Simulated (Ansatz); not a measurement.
Wanted: the native input for an Ansatz 0.2.0 run.

```yaml
Task: single point
Functional: PBE
Potentials_or_basis: Ansatz PAW
Cutoff: "420 eV (not typed: the program's choice for these potentials)"
k_mesh: 9 × 9 × 9
Occupations: gaussian, width 0.05 eV
Spin: collinear spin, ferromagnetic start
Starting_moments: "[4.0, 0.0] μB"
```

Crystal: MnS.

```xyz
2
Lattice="0.0000 2.4735 2.4735 2.4735 0.0000 2.4735 2.4735 2.4735 0.0000" Properties=species:S:1:pos:R:3 pbc="T T T"
Mn    0.0000    0.0000    0.0000
S     3.7102    3.7102    3.7102
```

The cell is a database's computed one.

These files were run (other wordings do the same):

input.yaml

```yaml
crystal:
  lattice:
    - [0.0, 2.4734634191, 2.4734634191]
    - [2.4734634191, 0.0, 2.4734634191]
    - [2.4734634191, 2.4734634191, 0.0]
  atoms:
    - { symbol: Mn, position: [0.0, 0.0, 0.0], spin: 4.0 }
    - { symbol: S, position: [0.75, 0.75, 0.75] }
hamiltonian:
  xc: pbe
  pseudopotentials: { kind: paw }
magnetization:
  spin_polarized: true
kpoints:
  mp_grid: { grid: [9, 9, 9] }
scf:
  occupations: { method: gaussian, width: 0.05 }
output:
  forces: true
  stress: true
  eigenvalues: true
```

Potentials or basis: Ansatz PAW.

Command:

```console
$ ansatz run input.yaml --threads 2 --pin off --max-ram 5632MiB --backend cpu --events-out ev --progress --plain --runs-dir out
```

It gave:

| Property | Result |
| --- | --- |
| Pressure | 2.9 GPa |
| Band gap on the k mesh | none (metal or under the smearing width) |
| Net moment | 0.24 μB per cell |
| Absolute moment | 0.26 μB per cell |
| Site moments | Mn +0.21; S -0.00 μB |

Caveat: the moment fell far below its start of 4 μB, so a state of higher moment may lie lower in energy; semilocal functionals often make such compounds metallic where correlation or magnetic order opens a gap, which also shifts bond lengths; the starting moments weren't kept.

Run time: 17 s on 2 threads of Intel(R) Xeon(R) Processor @ 2.50GHz (Skylake/Cascade Lake), on a shared host, peak memory 0.35 GiB.
